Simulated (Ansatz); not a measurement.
Input and command of a plane-wave DFT calculation in Ansatz:

```yaml
crystal:
  lattice:
    - [3.627133, 0.0, 0.0]
    - [-1.813566, 3.141189, 0.0]
    - [0.0, 0.0, 8.884624]
  atoms:
    - { symbol: Li, position: [0.0, 0.0, 0.0] }
    - { symbol: Cl, position: [0.66666667, 0.33333333, 0.16666667] }
    - { symbol: Li, position: [0.33333333, 0.66666667, 0.33333333] }
    - { symbol: Cl, position: [0.0, 0.0, 0.5] }
    - { symbol: Li, position: [0.66666667, 0.33333333, 0.66666667] }
    - { symbol: Cl, position: [0.33333333, 0.66666667, 0.83333333] }
basis:
  ecutwfc: 420
kpoints:
  mp_grid: { grid: [9, 9, 4] }
hamiltonian:
  xc: pbe
scf:
  occupations: { method: gaussian, width: 0.02 }
output:
  forces: true
  stress: true
  eigenvalues: true
  write_density: true
  write_potential: true
  elf: true
  volumetric_format: npy
relax:
  adjacent_minimum: "off"
  f_tol: 0.005
  max_steps: 80
  cell: { stress_tol: 0.05 }
```

```bash
ansatz run input.yaml --threads 1 --pin off --max-ram 2560MiB --backend cpu --events-out ev --progress --plain --runs-dir out
```

Processor: Intel(R) Xeon(R) Platinum 8375C CPU @ 2.90GHz (Ice Lake), 1 thread, on a host shared with other jobs.

How long does it run, and how much memory does it take?

About 14 s on 1 thread of Intel(R) Xeon(R) Platinum 8375C CPU @ 2.90GHz (Ice Lake), on a shared host, peak memory 0.44 GiB. It solves 21 bands at 43 k points (the mesh reduced by the symmetry that the task leaves, which can be less than the crystal's) with about 1961 plane waves (on the last cell), in 18 SCF iterations over 4 ionic steps.
